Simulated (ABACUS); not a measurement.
CaSe:

```
CELL_PARAMETERS angstrom
0.00000 2.95600 2.95600
2.95600 0.00000 2.95600
2.95600 2.95600 0.00000
ATOMIC_POSITIONS crystal
Se 0.50000 0.50000 0.50000
Ca 0.00000 0.00000 0.00000
```

```yaml
Program: ABACUS 3.10.1
Task: single point
Functional: PBE
Potentials_or_basis: PseudoDojo NC SR 0.4.1 PBE standard
Cutoff: 1184 eV
Density_cutoff: 4735 eV
Basis: plane waves
k_mesh: 8 × 8 × 8
Occupations: fermi-dirac, width 0.05 eV
Spin: no spin polarisation
```

On this cell: pressure 1.1 GPa; largest force zero by symmetry; band gap on the k mesh 2.03 eV, indirect (least direct gap 2.96 eV).

The same run follows on a disturbed copy (atoms moved at random, drawn with an rms of 0.05 Å):

```xyz
2
Lattice="0.0000 2.9560 2.9560 2.9560 0.0000 2.9560 2.9560 2.9560 0.0000" Properties=species:S:1:pos:R:3 pbc="T T T"
Se    2.9114    2.9476    2.9038
Ca   -0.0041   -0.0054    0.0319
```

Task: What does the disturbed cell give?

Result: The energy moves by +6.8 meV/atom; pressure 1.3 GPa; largest force 0.293 eV/Å; band gap on the k mesh 2.05 eV, indirect (least direct gap 2.97 eV).

Forces in eV/Å, atoms in the order of the input:
```
Se   0.124  0.009  0.265
Ca  -0.124 -0.009 -0.265
```

Stress tensor (GPa, compression positive):
```
 1.19  0.00 -0.05
 0.00  1.09  0.00
-0.05  0.00  1.56
```

A k mesh can miss the band edges.
